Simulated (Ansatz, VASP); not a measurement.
# MgO in VASP and in Ansatz

Contents of INCAR:

```
PREC = Accurate
ENCUT = 520
EDIFF = 1E-6
ISMEAR = 0
SIGMA = 0.05
LREAL = F
LASPH = T
NELM = 80
ALGO = Normal
ISIF = 2
LWAVE = F
LCHARG = F
GGA = PS
NBANDS = 16
```

Contents of KPOINTS:

```
regular mesh
0
Gamma
  9 9 6
```

POSCAR

```
MgO
1.0
    3.4947663863      0.0000000000      0.0000000000
   -1.7473831932      3.0265564708      0.0000000000
    0.0000000000      0.0000000000      4.1947132299
Mg O
2 2
Direct
    0.6626356829      0.3252713658      0.7500000000
    0.3373643171      0.6747286342      0.2500000000
    0.6696346346      0.3392692692      0.2500000000
    0.3303653654      0.6607307308      0.7500000000
```

Input for Ansatz:

```yaml
crystal:
  lattice:
    - [3.4947663863, 0.0, 0.0]
    - [-1.7473831932, 3.0265564708, 0.0]
    - [0.0, 0.0, 4.1947132299]
  atoms:
    - { symbol: Mg, position: [0.6626356829, 0.3252713658, 0.75] }
    - { symbol: Mg, position: [0.3373643171, 0.6747286342, 0.25] }
    - { symbol: O, position: [0.6696346346, 0.3392692692, 0.25] }
    - { symbol: O, position: [0.3303653654, 0.6607307308, 0.75] }
basis:
  ecutwfc: 520.0
kpoints:
  mp_grid: { grid: [9, 9, 6] }
hamiltonian:
  xc: pbesol
  pseudopotentials: { kind: paw, azcp: { folder: soft_1 } }
scf:
  occupations: { method: gaussian, width: 0.05 }
output:
  forces: true
  stress: true
  eigenvalues: true
```

Change from the starting cell: mode 5 frozen in at -0.024 Å, strain +e along z and -e/2 along x and y +0.0000.

Alike in both runs: task single point; functional PBEsol; k mesh 9 × 9 × 6; occupations gaussian, width 0.05 eV; no spin polarisation.

|  | VASP | Ansatz |
| --- | --- | --- |
| version | VASP 6.6.1 | Ansatz 0.2.0 |
| potentials or method | VASP PAW PBE potentials, release 64 (Mg, O) | scalar-relativistic, plane waves, PAW |
| plane-wave cutoff (eV) | 520 | 520 |
| valence electrons in the cell | 16 | 32 |

```tsv
	VASP	Ansatz	Ansatz less VASP
gap on the k mesh at the Fermi level (eV)	3.26	3.27	+0.009
least direct gap on the mesh (eV)	3.26	3.27	+0.009
pressure (GPa)	-0.4	0.0	+0.43
largest component of the traceless stress (GPa)	0.21	0.23	+0.023
rms of the force components (eV/Å)	0.085	0.084	-0.0010
```

Atom by atom the forces differ by 0.001 eV/Å (rms over components). The two sets of potentials don't hold the same shells in valence. Ansatz warned: «pseudo_functional_mismatch».

Caveats: the PAW data sets were made with another functional, which shifts forces and pressure a little (VASP).
